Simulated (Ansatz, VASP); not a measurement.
# Cross-check of Zn16Se15S (S on a Se site in ZnSe) between VASP and Ansatz, part 2 of 2

Wanted: the spread between two codes on one cell, functional and k mesh. Of the first pair: The structure shown is the start of the Ansatz relaxation below; VASP solves that cell, so the two are compared at the walk's first step.

VASP 6.6.1 and Ansatz 0.2.0.

So far. Step 3 (VASP: single point, HSE06, start cell, pair 1): The run ends at a pressure of -1.52 GPa, with forces up to 0.51 eV/Å.

In doubt: a hybrid run on one k-point (Ansatz), which bears on gaps, levels and energies.

### Step 6. VASP: single point, HSE06, relaxed atoms in a fixed cell, pair 2

Level of this step: HSE06; plane waves and PAW (Zn, Se, S) (VASP).

The same cell, functional, mesh and smearing now go to VASP, with its own data sets.

The run reads the wave functions of an earlier VASP run, which isn't shown here.

The input, INCAR:

```
SYSTEM = Zn16Se15S
PREC = Accurate
ENCUT = 400
EDIFF = 1E-06
NELM = 100
ISMEAR = -1
SIGMA = 0.01
LREAL = Auto
ALGO = Normal
LHFCALC = .TRUE.
AEXX = 0.25
GGA = PE
HFSCREEN = 0.208
LASPH = .TRUE.
NBANDS = 167
PRECFOCK = Fast
LORBIT = 11
LWAVE = .FALSE.
LCHARG = .FALSE.
ISIF = 2
```

The input, POSCAR:

```
Zn16Se15S
1.0
   -5.7318292400      5.7318292400     -5.7318292400
    5.7318292400      5.7318292400      5.7318292400
    5.7318292400     -5.7318292400     -5.7318292400
Zn Se S
16 15 1
Direct
    0.0005480107      0.0012343540      0.0005480107
    0.0005480107      0.2505480107      0.7512343540
    0.9994519893      0.5006863433      0.5000000000
    0.9994519893      0.7500000000      0.2506863433
    0.2487656460      0.9993136567      0.7493136567
    0.2506863433      0.2494519893      0.5000000000
    0.2587344476      0.5087344476      0.2587344476
    0.2506863433      0.7500000000      0.9994519893
    0.5000000000      0.9912655524      0.5000000000
    0.5000000000      0.2494519893      0.2506863433
    0.5000000000      0.5006863433      0.9994519893
    0.5000000000      0.7500000000      0.7412655524
    0.7493136567      0.9993136567      0.2487656460
    0.7512343540      0.2505480107      0.0005480107
    0.7493136567      0.4987656460      0.7493136567
    0.7412655524      0.7500000000      0.5000000000
    0.9974052806      0.9985907395      0.7485907395
    0.0000000000      0.2500000000      0.5000000000
    0.0025947194      0.5011854589      0.2511854589
    0.0000000000      0.7500000000      0.0000000000
    0.2514092605      0.9988145411      0.5000000000
    0.2511854589      0.2525947194      0.2511854589
    0.2511854589      0.5011854589      0.0025947194
    0.2514092605      0.7500000000      0.7488145411
    0.5000000000      0.9988145411      0.2514092605
    0.5000000000      0.2500000000      0.0000000000
    0.5000000000      0.5014092605      0.7488145411
    0.7485907395      0.9985907395      0.9974052806
    0.7485907395      0.2474052806      0.7485907395
    0.7488145411      0.5014092605      0.5000000000
    0.7488145411      0.7500000000      0.2514092605
    0.5000000000      0.7500000000      0.5000000000
```

The input, KPOINTS:

```
Automatic mesh
0
Gamma
1 1 1
0 0 0
```

The projector-augmented-wave data sets are Zn, Se and S (PBE family, release 64).

On the command line:

```console
$ export OMP_NUM_THREADS=3
$ mpirun -np 1 vasp_gam
```

The program printed:

```text
[... set-up lines as in an earlier step ...]
 entering main loop
       N       E                     dE             d eps       ncg     rms          rms(c)
DAV:   1    -0.118642842682E+03   -0.11864E+03   -0.14273E+01   436   0.341E+01    0.867E+00
DAV:   2    -0.118511935575E+03    0.13091E+00   -0.44662E+00   380   0.128E+01    0.459E+00
DAV:   3    -0.118525869413E+03   -0.13934E-01   -0.43334E-01   372   0.333E+00    0.283E+00
DAV:   4    -0.118525816053E+03    0.53360E-04   -0.45703E-02   357   0.987E-01    0.160E+00
[...]
DAV:  12    -0.118522593020E+03    0.20782E-05   -0.97924E-07   196   0.679E-03    0.114E-02
DAV:  13    -0.118522591956E+03    0.10633E-05   -0.55387E-07   188   0.552E-03    0.657E-03
DAV:  14    -0.118522591352E+03    0.60476E-06   -0.29418E-07   188   0.442E-03
   1 F= -.11852259E+03 E0= -.11852259E+03  d E =-.103442E-10
```

Parts of OUTCAR (step 6):

```text
  Total       -7.3628531     -7.3628531     -7.3628531      0.0000000     -0.0000000      0.0000000
  in kB      -15.6609100    -15.6609100    -15.6609100      0.0000000     -0.0000000      0.0000000
  external PRESSURE =     -15.6609100 kB  Pullay stress =       0.0000000 kB

 POSITION                                       TOTAL-FORCE (eV/Angst)
 -----------------------------------------------------------------------------------
      0.00708      0.00708      0.00079        -0.001560     -0.001560      0.000245
      5.73890     -2.86671     -2.87299        -0.001560     -0.000245      0.001560
      0.00708      5.73262     -5.72475        -0.001560      0.000245     -0.001560
      0.00708      8.59067     -2.86671        -0.001560      0.001560     -0.000245
      8.59695      2.85884      0.00708        -0.000245      0.001560     -0.001560
      2.85884      0.00079     -2.87299         0.001560      0.000245      0.001560
      2.91598      2.91598     -0.05006        -0.002880     -0.002880      0.002880
      8.59067      0.00708     -2.86671         0.001560     -0.001560     -0.000245
      5.68176      5.68176     -0.05006         0.002880      0.002880      0.002880
      0.00079      2.85884     -2.87299         0.000245      0.001560      0.001560
      5.73262      0.00708     -5.72475         0.000245     -0.001560     -0.001560
      5.68176      2.91598     -2.81585         0.002880     -0.002880     -0.002880
      2.85884      8.59695      0.00708         0.001560     -0.000245     -0.001560
     -2.86671      5.73890     -2.87299        -0.000245     -0.001560      0.001560
[...]
-----------------------------------------------------------------------------------
    total drift:                               -0.005486     -0.005608      0.005937

  FREE ENERGIE OF THE ION-ELECTRON SYSTEM (eV)
  ---------------------------------------------------
  free  energy   TOTEN  =      -118.5225913517 eV

  energy  without entropy=     -118.5225913517  energy(sigma->0) =     -118.52259135

[... 1 part as in an earlier step ...]

[... 2 further parts left out ...]
[key lines of the parts left out:]
E-fermi :   0.9096
```

The run ends at a pressure of -1.57 GPa, with forces up to 0.0050 eV/Å.

### Step 7. Differences

What differs besides the data sets and the points named for the pairs above, as far as they apply: the data sets hold 438 valence electrons in Ansatz (on its default PAW (the set named soft_2) files) and 288 in VASP. Total energies have different zeros and are not compared.

The two programs side by side:

| quantity | Ansatz | VASP | difference |
| --- | --- | --- | --- |
| gap on the k mesh (eV) | 2.322 | 2.335 | -0.013 |

The largest component of a force difference here is 3 meV/Å. A gap on the mesh is an upper bound, since the band edges may lie between its points.

### Step 8. Results

```yaml
r_m_s_force_difference_single_point_hse06_start_cell_pair_1: 0.25 meV/Å
difference_in_gap_on_the_k_mesh_single_point_hse06_relaxed_atoms_in_a_fixed_cell_pair_2: -0.013 eV
```

The difference in gap on the k mesh is -0.013 eV (single point, HSE06, relaxed atoms in a fixed cell, pair 2), within the 0.08 eV picked in this series as the mark of a large difference. The data sets hold unlike numbers of valence electrons (438 in Ansatz and 288 in VASP), so part of the differences may come from the potentials. How closely two codes agree says nothing of how well the functional describes the real material.

[Lines on the potential files, build, host, timing and source positions are cut from VASP's logs without a mark.]

[Logs are printed without paths, hosts, clocks, repeated set-up lines and the standing remarks that a program may print on its own settings, such as how far it seeks lower states.]

[Hosts, paths, dates, database ids (printed as entryN), source tags and the programs' standing remarks are cut or masked in the printed files.]
